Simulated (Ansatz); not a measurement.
## V in Ansatz: the effect of functional

Crystal: V.

```
CELL_PARAMETERS angstrom
2.65537 0.00000 0.00000
-1.32769 2.29962 0.00000
0.00000 0.00000 4.81597
ATOMIC_POSITIONS crystal
V 0.33333 0.66667 0.25000
V 0.66667 0.33333 0.75000
```

This isn't the form of V at room conditions, which is bcc.

The cell isn't the ideal one: volume scaled by 1.06.

Alike in all runs:

| Quantity | Value |
| --- | --- |
| Program | Ansatz 0.2.0 |
| Task | single point |
| Potentials or basis | Ansatz PAW |
| k mesh | 12 × 12 × 6 |
| Occupations | fermi-dirac, width 0.05 eV |
| Spin | collinear spin, ferromagnetic start |
| Starting moments | [2.0, 2.0] μB |

```csv
functional,cutoff,pressure (GPa),moment (μB)
LDA,420 eV (not typed: the program's choice for these potentials),?,?
PBEsol,420 eV (not typed: the program's choice for these potentials),-15.4,0.00
r2SCAN,500 eV (not typed: the program's choice for these potentials),-10.7,0.99
```

Problem. What does the run with functional LDA give?

Solution. Pressure -20.5 GPa; moment 0.00 μB.

Caveats: the PAW data sets come from PBE, with cores solved anew for the run's functional, which leaves a small shift of forces and pressure; the starting moments weren't kept (some runs); the magnetic or orbital state may not be the lowest (some runs).
